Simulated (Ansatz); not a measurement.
# Na: the cost of one run

Program: Ansatz 0.2.0. Level of theory: DFT PBE, scalar-relativistic, plane waves, PAW. These are calculated values, not measurements.

## 1. The system as given

It takes space group P6_3/mmc (No. 194, hexagonal). The conventional cell has a = 3.754 Å, b = 3.754 Å, c = 24.292 Å, α = 90.00°, β = 90.00°, γ = 120.00°. Around Na (site symmetry -6m2) lie 12 Na at 3.73 to 3.75 Å. Around Na (site symmetry 3m) lie 12 Na at 3.73 to 3.75 Å. Na (site symmetry -3m) is surrounded by 12 Na at 3.73 to 3.75 Å.

Coordinates:

```cif
data_structure
_symmetry_space_group_name_H-M 'P 1'
_symmetry_Int_Tables_number 1
_cell_length_a 3.7540
_cell_length_b 3.7540
_cell_length_c 24.2919
_cell_angle_alpha 90.000
_cell_angle_beta 90.000
_cell_angle_gamma 120.000
_cell_volume 296.47
loop_
_atom_site_label
_atom_site_type_symbol
_atom_site_fract_x
_atom_site_fract_y
_atom_site_fract_z
_atom_site_occupancy
Na1 Na 0.33333 0.66667 0.75000 1
Na2 Na 0.66667 0.33333 0.87499 1
Na3 Na 0.00000 0.00000 0.00000 1
Na4 Na 0.33333 0.66667 0.12501 1
Na5 Na 0.66667 0.33333 0.25000 1
Na6 Na 0.33333 0.66667 0.37499 1
Na7 Na 0.00000 0.00000 0.50000 1
Na8 Na 0.66667 0.33333 0.62501 1
```

It is the end of an earlier relaxation with the same method, from a generated guess; it needn't be the stable form of this composition. At a tolerance of 0.05 Å it has space group P6_3/mmc (No. 194); it has 37.06 Å³/atom, an uncorrected energy of -0.00 eV/atom over the standard state.

## 2. Static run: bands, density of states and charges

input.yaml reads:

```yaml
crystal:
  lattice:
    - [3.7539718592, 0.0, 0.0]
    - [-1.8769859296, 3.2510349951, 0.0]
    - [0.0, 0.0, 24.291942936]
  atoms:
    - { symbol: Na, position: [0.3333333333, 0.6666666667, 0.75] }
    - { symbol: Na, position: [0.6666666667, 0.3333333333, 0.8749890422] }
    - { symbol: Na, position: [0.0, 0.0, 0.0] }
    - { symbol: Na, position: [0.3333333333, 0.6666666667, 0.1250109578] }
    - { symbol: Na, position: [0.6666666667, 0.3333333333, 0.25] }
    - { symbol: Na, position: [0.3333333333, 0.6666666667, 0.3749890422] }
    - { symbol: Na, position: [0.0, 0.0, 0.5] }
    - { symbol: Na, position: [0.6666666667, 0.3333333333, 0.6250109578] }
basis:
  ecutwfc: 420
kpoints:
  mp_grid: { grid: [12, 12, 2] }
  band_path:
    path:
      - [[0.0, 0.0, 0.0], [0.5, 0.0, 0.0], [0.33333333, 0.33333333, 0.0], [0.0, 0.0, 0.0], [0.0, 0.0, 0.5], [0.5, 0.0, 0.5], [0.33333333, 0.33333333, 0.5], [0.0, 0.0, 0.5]]
      - [[0.5, 0.0, 0.5], [0.5, 0.0, 0.0]]
      - [[0.33333333, 0.33333333, 0.5], [0.33333333, 0.33333333, 0.0]]
    npoints: 14
hamiltonian:
  xc: pbe
scf:
  occupations: { method: gaussian, width: 0.1 }
  n_extra_bands: 20
output:
  forces: true
  stress: true
  eigenvalues: true
  populations: true
  dos: { projected: true, de: 0.02, nscf_kmesh: { grid: [15, 15, 3] } }
  bader: true
  write_density: true
  write_potential: true
  elf: true
  volumetric_format: npy
```

Started as:

```sh
$ ansatz run input.yaml --threads 1 --pin off --max-ram 2560MiB --backend cpu --events-out ev --progress --plain --runs-dir out
```

Q: Estimate wall time and peak memory on 1 thread of Arm Neoverse V2, shared host.

About 2.5 min, with a peak of 1.3 GiB.
